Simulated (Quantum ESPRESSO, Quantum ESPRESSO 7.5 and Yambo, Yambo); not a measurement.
# BeTe (F-43m): G0W0 with Yambo, start to end

Aim: the G0W0 gap of BeTe (F-43m) on PBE, step by step.

Method: PBE and many-body steps on it, plane waves, in Quantum ESPRESSO 7.5 and Yambo 5.3.0.

The database entry behind the starting cell differs from later determinations by our own check (an axis about 1.5 % short against later determinations), so it need not match the best structure at ambient conditions.

## 1. The structure

Symmetry: F-43m, No. 216, cubic system. The conventional cell has a = 5.540 Å, b = 5.540 Å, c = 5.540 Å, α = 90.00°, β = 90.00°, γ = 90.00°. Nearest to Be lie 4 Te at 2.40 Å. Nearest to Te lie 4 Be at 2.40 Å. Farther neighbours and most contacts between anions are not listed.

The cell and positions come from the Crystallography Open Database and are kept as given unless a step says otherwise. Spin-orbit coupling is left out unless a step names it.

## 2. Ground state

This step: Quantum ESPRESSO 7.5; DFT, PBE, plane waves, norm-conserving pseudopotentials.

The ground-state density comes first.

pw.in reads:

```
&control
  calculation = 'scf'
  prefix = 'x'
  outdir = 'o'
  pseudo_dir = 'pseudo'
/
&system
  ibrav = 0
  nat = 2
  ntyp = 2
  ecutwfc = 88.0
  nbnd = 19
  force_symmorphic = .true.
/
&electrons
  conv_thr = 1e-10
  electron_maxstep = 80
  mixing_beta = 0.5
/
ATOMIC_SPECIES
  Be 9.012 Be.upf
  Te 127.6 Te.upf
CELL_PARAMETERS angstrom
  0.0000000000 2.7700000000 2.7700000000
  2.7700000000 0.0000000000 2.7700000000
  2.7700000000 2.7700000000 -0.0000000000
ATOMIC_POSITIONS crystal
  Be 0.0000000000 0.0000000000 0.0000000000
  Te 0.2500000000 0.2500000000 0.2500000000
K_POINTS automatic
  6 6 6 0 0 0
```

Command:

```console
$ OMP_NUM_THREADS=1 mpirun -n 4 pw.x -nk 4 -in pw.in > pw.out
```

What it wrote:

```text
Program PWSCF v.7.5 starts

     This program is part of the open-source Quantum ESPRESSO suite
     for quantum simulation of materials; please cite
         "P. Giannozzi et al., J. Phys.:Condens. Matter 21 395502 (2009);
         "P. Giannozzi et al., J. Phys.:Condens. Matter 29 465901 (2017);
         "P. Giannozzi et al., J. Chem. Phys. 152 154105 (2020);
     in publications or presentations arising from this work. More details at
     Message from routine setup:
     using ibrav=0 with symmetry is DISCOURAGED, use correct ibrav instead

     G-vector sticks info

     bravais-lattice index     =            0
     lattice parameter (alat)  =       7.4028  a.u.
     unit-cell volume          =     286.8573 (a.u.)^3
     number of atoms/cell      =            2
     number of atomic types    =            2
     number of electrons       =        28.00
     number of Kohn-Sham states=           19
     kinetic-energy cutoff     =      88.0000  Ry
     charge density cutoff     =     352.0000  Ry
     scf convergence threshold =      1.0E-10
     mixing beta               =       0.5000
     number of iterations used =            8  plain     mixing
     Exchange-correlation= PBE
                           (   1   4   3   4   0   0   0)

     celldm(1)=   7.402759  celldm(2)=   0.000000  celldm(3)=   0.000000
     celldm(4)=   0.000000  celldm(5)=   0.000000  celldm(6)=   0.000000

     crystal axes: (cart. coord. in units of alat)
               a(1) = (   0.000000   0.707107   0.707107 )
               a(2) = (   0.707107   0.000000   0.707107 )
               a(3) = (   0.707107   0.707107  -0.000000 )

     reciprocal axes: (cart. coord. in units 2 pi/alat)
               b(1) = ( -0.707107  0.707107  0.707107 )
               b(2) = (  0.707107 -0.707107  0.707107 )
               b(3) = (  0.707107  0.707107 -0.707107 )
     Pseudo is Norm-conserving, Zval =  4.0
     Generated using ONCVPSP code by D. R. Hamann
     Using radial grid of 1358 points,  4 beta functions with:
     Pseudo is Norm-conserving + core correction, Zval = 24.0
     Generated using ONCVPSP code by D. R. Hamann
     Using radial grid of 1294 points,  8 beta functions with:
     Be                4.00     9.01200     Be( 1.00)
     Te               24.00   127.60000     Te( 1.00)

     24 Sym. Ops. (no inversion) found

   Cartesian axes

     site n.     atom                  positions (alat units)
         1        Be     tau(   1) = (   0.0000000   0.0000000   0.0000000  )
         2        Te     tau(   2) = (   0.3535534   0.3535534   0.3535534  )

     number of k points=    16
                       cart. coord. in units 2pi/alat
        k(    1) = (   0.0000000   0.0000000   0.0000000), wk =   0.0092593
        k(    2) = (   0.1178511   0.1178511  -0.1178511), wk =   0.0740741
        k(    3) = (   0.2357023   0.2357023  -0.2357023), wk =   0.0740741
        k(    4) = (  -0.3535534  -0.3535534   0.3535534), wk =   0.0370370
        k(    5) = (   0.2357023   0.0000000  -0.0000000), wk =   0.0555556
        k(    6) = (   0.3535534   0.1178511  -0.1178511), wk =   0.2222222
        k(    7) = (  -0.2357023  -0.4714045   0.4714045), wk =   0.2222222
        k(    8) = (  -0.1178511  -0.3535534   0.3535534), wk =   0.2222222
        k(    9) = (   0.0000000  -0.2357023   0.2357023), wk =   0.1111111
        k(   10) = (   0.4714045   0.0000000  -0.0000000), wk =   0.0555556
     [... 4 further rows ...]
        k(   15) = (  -0.1178511  -0.3535534   0.5892557), wk =   0.2222222
        k(   16) = (  -0.7071068   0.2357023   0.0000000), wk =   0.1111111

     Dense  grid:    31951 G-vectors     FFT dimensions: (  45,  45,  45)

     Initial potential from superposition of free atoms

     starting charge      27.9996, renormalised to      28.0000
     Starting wfcs are   15 randomized atomic wfcs +    4 random wfcs

     per-process dynamical memory:    29.1 Mb

     Self-consistent Calculation

     iteration #  1     ecut=    88.00 Ry     beta= 0.50

     Threshold (ethr) on eigenvalues was too large:
     Diagonalizing with lowered threshold

     total energy              =    -588.95080599 Ry
     estimated scf accuracy    <       0.04109391 Ry

     iteration #  2     ecut=    88.00 Ry     beta= 0.50

     total energy              =    -588.95344250 Ry
     estimated scf accuracy    <       0.00449827 Ry

     iteration #  3     ecut=    88.00 Ry     beta= 0.50

     total energy              =    -588.95369491 Ry
     estimated scf accuracy    <       0.00035816 Ry

     iteration #  4     ecut=    88.00 Ry     beta= 0.50

     total energy              =    -588.95372431 Ry
     estimated scf accuracy    <       0.00001527 Ry

     iteration #  5     ecut=    88.00 Ry     beta= 0.50

     total energy              =    -588.95372687 Ry
     estimated scf accuracy    <       0.00000064 Ry

     iteration #  6     ecut=    88.00 Ry     beta= 0.50

     total energy              =    -588.95372707 Ry
     estimated scf accuracy    <       0.00000002 Ry

     iteration #  7     ecut=    88.00 Ry     beta= 0.50

     total energy              =    -588.95372708 Ry
     estimated scf accuracy    <          5.0E-09 Ry

     iteration #  8     ecut=    88.00 Ry     beta= 0.50

     total energy              =    -588.95372708 Ry
     estimated scf accuracy    <          3.7E-10 Ry

     iteration #  9     ecut=    88.00 Ry     beta= 0.50

     End of self-consistent calculation

          k = 0.0000 0.0000 0.0000 (  4015 PWs)   bands (ev):

  -149.6017 -99.6294 -99.6294 -99.6294 -90.8179 -26.9193 -26.9193 -26.9193
   -26.9043 -26.9043  -3.2079   9.4262   9.4262   9.4262  13.0168  13.0168
    13.0168  13.6252  17.8212

          k = 0.1179 0.1179-0.1179 (  3993 PWs)   bands (ev):

  -149.6017 -99.6294 -99.6294 -99.6294 -90.8179 -26.9186 -26.9178 -26.9178
   -26.9041 -26.9041  -2.9304   7.3379   9.0145   9.0145  13.0067  13.5978
    13.5978  15.5259  18.4300

          k = 0.2357 0.2357-0.2357 (  3996 PWs)   bands (ev):

  -149.6016 -99.6294 -99.6294 -99.6294 -90.8179 -26.9174 -26.9163 -26.9163
   -26.9033 -26.9033  -2.2280   4.7385   8.4368   8.4368  12.7579  14.0651
    14.0651  17.2943  19.0202

          k =-0.3536-0.3536 0.3536 (  3996 PWs)   bands (ev):

     [... further k-points ...]

     highest occupied, lowest unoccupied level (ev):     9.4262   11.2895

!    total energy              =    -588.95372708 Ry
     estimated scf accuracy    <          4.5E-11 Ry

     The total energy is the sum of the following terms:
     one-electron contribution =    -443.77695372 Ry
     hartree contribution      =     206.03692599 Ry
     xc contribution           =     -77.24413316 Ry
     ewald contribution        =    -273.96956620 Ry

     convergence has been achieved in   9 iterations

     XML data file, charge density, pseudopotentials, collected wavefunctions

=------------------------------------------------------------------------------=
   JOB DONE.
=------------------------------------------------------------------------------=
```

Elapsed: 6.7 s, on 4 MPI ranks of Arm Neoverse V1, shared host; peak memory 0.27 GiB.

This step gave:

| Property | Result |
| --- | --- |
| total energy | -8013.1237 eV |
| gap | 1.863 eV |
| k of the valence top | 0, 0, 0 |
| k of the conduction bottom | 0, -0.5, -0.5 |
| least direct gap | 3.591 eV |

The gap is indirect, with the least direct gap 1.73 eV higher.

## 3. Bands along the symmetry lines

Levels along a band path, at the cheap level, show where the edges lie and whether the meshes to come will hold them.

pw.in reads:

```
&control
  calculation = 'bands'
  prefix = 'x'
  outdir = 'o'
  pseudo_dir = 'pseudo'
/
&system
  ibrav = 0
  nat = 2
  ntyp = 2
  ecutwfc = 88.0
  nbnd = 20
  force_symmorphic = .true.
/
&electrons
  conv_thr = 1e-9
  electron_maxstep = 80
  diago_full_acc = .true.
  diago_thr_init = 5e-6
/
ATOMIC_SPECIES
  Be 9.012 Be.upf
  Te 127.6 Te.upf
CELL_PARAMETERS angstrom
  0.0000000000 2.7700000000 2.7700000000
  2.7700000000 0.0000000000 2.7700000000
  2.7700000000 2.7700000000 -0.0000000000
ATOMIC_POSITIONS crystal
  Be 0.0000000000 0.0000000000 0.0000000000
  Te 0.2500000000 0.2500000000 0.2500000000
K_POINTS crystal
  50
  0.00000000 0.00000000 0.00000000 1
  -0.06250000 -0.06250000 0.00000000 1
  -0.12500000 -0.12500000 0.00000000 1
  -0.18750000 -0.18750000 0.00000000 1
  -0.25000000 -0.25000000 0.00000000 1
  -0.31250000 -0.31250000 0.00000000 1
  -0.37500000 -0.37500000 0.00000000 1
  -0.43750000 -0.43750000 0.00000000 1
  -0.50000000 -0.50000000 0.00000000 1
  -0.48437500 -0.48437500 0.03125000 1
  -0.46875000 -0.46875000 0.06250000 1
  -0.45312500 -0.45312500 0.09375000 1
  -0.43750000 -0.43750000 0.12500000 1
  -0.42187500 -0.42187500 0.15625000 1
  -0.40625000 -0.40625000 0.18750000 1
  -0.39062500 -0.39062500 0.21875000 1
  -0.37500000 -0.37500000 0.25000000 1
  -0.37500000 0.00000000 0.37500000 1
  -0.32812500 0.00000000 0.32812500 1
  -0.28125000 0.00000000 0.28125000 1
  -0.23437500 0.00000000 0.23437500 1
  -0.18750000 0.00000000 0.18750000 1
  -0.14062500 0.00000000 0.14062500 1
  -0.09375000 0.00000000 0.09375000 1
  -0.04687500 0.00000000 0.04687500 1
  0.00000000 0.00000000 0.00000000 1
  0.00000000 0.00000000 0.06250000 1
  0.00000000 0.00000000 0.12500000 1
  0.00000000 0.00000000 0.18750000 1
  0.00000000 0.00000000 0.25000000 1
  0.00000000 0.00000000 0.31250000 1
  0.00000000 0.00000000 0.37500000 1
  0.00000000 0.00000000 0.43750000 1
  -0.00000000 -0.00000000 0.50000000 1
  -0.06250000 -0.03125000 0.46875000 1
  -0.12500000 -0.06250000 0.43750000 1
  -0.18750000 -0.09375000 0.40625000 1
  -0.25000000 -0.12500000 0.37500000 1
  -0.31250000 -0.15625000 0.34375000 1
  -0.37500000 -0.18750000 0.31250000 1
  -0.43750000 -0.21875000 0.28125000 1
  -0.50000000 -0.25000000 0.25000000 1
  -0.50000000 -0.28125000 0.21875000 1
  -0.50000000 -0.31250000 0.18750000 1
  -0.50000000 -0.34375000 0.15625000 1
  -0.50000000 -0.37500000 0.12500000 1
  -0.50000000 -0.40625000 0.09375000 1
  -0.50000000 -0.43750000 0.06250000 1
  -0.50000000 -0.46875000 0.03125000 1
  -0.50000000 -0.50000000 0.00000000 1
```

What it wrote:

```text
[banner, memory and clock lines left out]
Program PWSCF v.7.5 starts

     Atomic positions and unit cell read from directory:
     o/x.save/

     Message from routine setup:
     using ibrav=0 with symmetry is DISCOURAGED, use correct ibrav instead

     G-vector sticks info

     bravais-lattice index     =            0
     lattice parameter (alat)  =       7.4028  a.u.
     unit-cell volume          =     286.8573 (a.u.)^3
     number of atoms/cell      =            2
     number of atomic types    =            2
     number of electrons       =        28.00
     number of Kohn-Sham states=           20
     kinetic-energy cutoff     =      88.0000  Ry
     charge density cutoff     =     352.0000  Ry
     Exchange-correlation= PBE
                           (   1   4   3   4   0   0   0)

     celldm(1)=   7.402759  celldm(2)=   0.000000  celldm(3)=   0.000000
     celldm(4)=   0.000000  celldm(5)=   0.000000  celldm(6)=   0.000000

     crystal axes: (cart. coord. in units of alat)
               a(1) = (   0.000000   0.707107   0.707107 )
               a(2) = (   0.707107   0.000000   0.707107 )
               a(3) = (   0.707107   0.707107  -0.000000 )

     reciprocal axes: (cart. coord. in units 2 pi/alat)
               b(1) = ( -0.707107  0.707107  0.707107 )
               b(2) = (  0.707107 -0.707107  0.707107 )
               b(3) = (  0.707107  0.707107 -0.707107 )
     Pseudo is Norm-conserving, Zval =  4.0
     Generated using ONCVPSP code by D. R. Hamann
     Using radial grid of 1358 points,  4 beta functions with:
     Pseudo is Norm-conserving + core correction, Zval = 24.0
     Generated using ONCVPSP code by D. R. Hamann
     Using radial grid of 1294 points,  8 beta functions with:
     Be                4.00     9.01200     Be( 1.00)
     Te               24.00   127.60000     Te( 1.00)

     24 Sym. Ops. (no inversion) found

   Cartesian axes

     site n.     atom                  positions (alat units)
         1        Be     tau(   1) = (   0.0000000   0.0000000   0.0000000  )
         2        Te     tau(   2) = (   0.3535534   0.3535534   0.3535534  )

     number of k points=    50
                       cart. coord. in units 2pi/alat
        k(    1) = (   0.0000000   0.0000000   0.0000000), wk =   0.0400000
        k(    2) = (   0.0000000   0.0000000  -0.0883883), wk =   0.0400000
        k(    3) = (   0.0000000   0.0000000  -0.1767767), wk =   0.0400000
[...]
[... 38 further rows ...]
        k(   49) = (   0.0441942  -0.0000000  -0.7071068), wk =   0.0400000
        k(   50) = (   0.0000000   0.0000000  -0.7071068), wk =   0.0400000

     Dense  grid:    31951 G-vectors     FFT dimensions: (  45,  45,  45)

     The potential is recalculated from file :
     o/x.save/charge-density

     Starting wfcs are   15 randomized atomic wfcs +    5 random wfcs

     Band Structure Calculation

     End of band structure calculation

          k = 0.0000 0.0000 0.0000 (  4015 PWs)   bands (ev):

  -149.6016 -99.6293 -99.6293 -99.6293 -90.8180 -26.9192 -26.9192 -26.9192
   -26.9042 -26.9042  -3.2079   9.4262   9.4262   9.4262  13.0168  13.0168
    13.0168  13.6252  17.8213  19.9978

          k = 0.0000 0.0000-0.0884 (  3951 PWs)   bands (ev):

  -149.6015 -99.6293 -99.6293 -99.6293 -90.8180 -26.9186 -26.9177 -26.9177
[...]
13.3155  13.9811  17.9572  18.9519

          k = 0.0000 0.0000-0.1768 (  3967 PWs)   bands (ev):

[...]
14.0497  14.6027  17.6284  18.7212

          k =-0.0000 0.0000-0.2652 (  3984 PWs)   bands (ev):

[...]
k = 0.0000 0.0000-0.3536 (  4016 PWs)   bands (ev):

[...]
k = 0.0000-0.0000-0.4419 (  4008 PWs)   bands (ev):

[...]
k =-0.0000 0.0000-0.5303 (  4016 PWs)   bands (ev):

[...]
k = 0.0000-0.0000-0.6187 (  4016 PWs)   bands (ev):

[...]
k = 0.5303-0.0000-0.5303 (  4031 PWs)   bands (ev):

[...]
k = 0.0000 0.0000 0.0000 (  4015 PWs)   bands (ev):

[...]
k = 0.1326 0.0000-0.7071 (  4012 PWs)   bands (ev):

[...]
k = 0.0884-0.0000-0.7071 (  4004 PWs)   bands (ev):

[...]
k = 0.0442-0.0000-0.7071 (  4002 PWs)   bands (ev):

[...]
19.4096  19.4143  21.2001  22.6090

          k = 0.0000 0.0000-0.7071 (  3984 PWs)   bands (ev):

  -149.6016 -99.6293 -99.6293 -99.6293 -90.8179 -26.9201 -26.9110 -26.9110
   -26.9057 -26.9013  -1.2006   4.0536   6.5987   6.5987  11.2895  12.0458
    19.5059  19.5059  21.2764  22.9647

     XML data file, pseudopotentials, collected wavefunctions
```

Wall time 5.3 s (4 MPI ranks); peak memory 0.23 GiB; 21 s of CPU time.

Numbers from this step:

```
gap                        : 1.863 eV
k of the valence top       : 0, 0, 0
k of the conduction bottom : -0.5, -0.5, 0
least direct gap           : 3.591 eV
```

The gap is 1.863 eV, as in the run before at this level.

Electronic bands along the path, in eV, zero at the top of the highest filled band:

| point | band 11 | band 12 | band 13 | band 14 | band 15 | band 16 | band 17 | band 18 |
| --- | --- | --- | --- | --- | --- | --- | --- | --- |
| Γ | -12.63 | 0.00 | 0.00 | 0.00 | 3.59 | 3.59 | 3.59 | 4.20 |
| halfway | -11.83 | -2.99 | -1.81 | -1.81 | 2.54 | 4.44 | 6.61 | 6.61 |
| X | -10.63 | -5.37 | -2.83 | -2.83 | 1.86 | 2.62 | 10.08 | 10.08 |
| halfway | -10.62 | -5.26 | -3.36 | -2.72 | 2.22 | 3.32 | 9.41 | 9.52 |
| U | -10.65 | -4.99 | -4.15 | -2.39 | 2.64 | 5.33 | 8.10 | 8.48 |
| jump to K | -10.65 | -4.99 | -4.15 | -2.39 | 2.64 | 5.33 | 8.10 | 8.48 |
| halfway | -11.76 | -3.69 | -2.43 | -0.72 | 4.16 | 4.70 | 5.33 | 6.45 |
| Γ | -12.63 | 0.00 | 0.00 | 0.00 | 3.59 | 3.59 | 3.59 | 4.20 |
| halfway | -12.04 | -3.49 | -0.73 | -0.73 | 3.45 | 4.52 | 4.52 | 7.30 |
| L | -11.17 | -5.85 | -1.21 | -1.21 | 3.23 | 4.60 | 4.60 | 7.81 |
| halfway | -10.90 | -5.40 | -3.07 | -2.05 | 4.21 | 4.47 | 6.86 | 7.96 |
| W | -10.59 | -4.79 | -3.96 | -3.44 | 5.33 | 5.55 | 5.68 | 6.42 |
| halfway | -10.61 | -5.16 | -3.34 | -3.16 | 2.97 | 3.63 | 8.52 | 8.70 |
| X | -10.63 | -5.37 | -2.83 | -2.83 | 1.86 | 2.62 | 10.08 | 10.08 |

The electronic bands as a text plot (rows in eV, shown from -8.0 to 7.9 only):

```
    7.5 |       ++         +++              +++ ++     +    +
    6.9 |     ++           +++++                      ++++ ++
    6.2 |                   +++++++        +         +   +++
    5.5 |    +            +   +++  ++    ++              ++
    4.9 |  +++           +      +++  +       ++++++++  +++ ++
    4.2 |++   ++              +++++++ +++++++     ++++++    +
    3.6 |++     ++     ++   ++     ++++++++++++++ +++        +
    2.9 |  +++    +++++   ++                     +           ++++
    2.2 |     +++++   ++++                                    +++
    1.6 |          +++
    0.9 |
    0.3 |*                           ***
   -0.4 | ***                   ******  *****
   -1.1 |  ***                **   **    **  *******
   -1.7 |    ***           ***   ****             *****
   -2.4 |       ***     ***     *          *         * *
   -3.0 |     **   *****      ** **                   * **  *****
   -3.7 |       **      **  **  *           *          ******
   -4.4 |         *       **  **             **
   -5.0 |          ** ********                 *       *********
   -5.7 |            *                          *******         *
   -6.3 |
   -7.0 |
   -7.7 |
         Γ           X  U|K            Γ         L        W     X
```

[end of part 1 of 3]

[Paths, hosts, dates, memory and timing lines, banners, echoed tables and standing remarks are left out of the program output.]

[Logs are printed without paths, hosts, clocks, repeated set-up lines and the standing remarks that a program may print on its own settings, such as how far it seeks lower states.]

[Runs of the session that timed out or met a known fault of the program may be left out.]

[Hosts, paths, dates, database ids (printed as entryN), source tags and the programs' standing remarks are cut or masked in the printed files.]
